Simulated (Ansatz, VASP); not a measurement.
**Ga: VASP beside Ansatz**

```
CELL_PARAMETERS angstrom
-1.56460 1.56460 1.56460
1.56460 -1.56460 1.56460
1.56460 1.56460 -1.56460
ATOMIC_POSITIONS crystal
Ga 0.00000 0.00000 0.00000
```

Alike in both runs: functional PBE; k mesh 17 × 17 × 17; occupations fermi-dirac, width 0.08 eV; no spin polarisation.

Ansatz relaxed the structure, and its values are those at the end. VASP's run is a single point on that final structure, the one shown.

|  | VASP | Ansatz |
| --- | --- | --- |
| version | VASP 6.6.1 | Ansatz 0.2.0 |
| potentials or method | VASP PAW PBE potentials, release 64 (Ga_d) | PAW with Ansatz's default frozen-core files, scalar-relativistic |
| plane-wave cutoff (eV) | 520 | 420 |
| valence electrons in the cell | 13 | 13 |

|  | VASP | Ansatz | Ansatz less VASP |
| --- | --- | --- | --- |
| pressure (GPa) | 19.2 | 19.0 | -0.19 |

With one functional, cell and mesh, what is left measures potentials, basis and numerics.

Caveats: so large a pressure means that the cell lies far from this level's equilibrium, or that cutoff or potentials fall short (VASP).
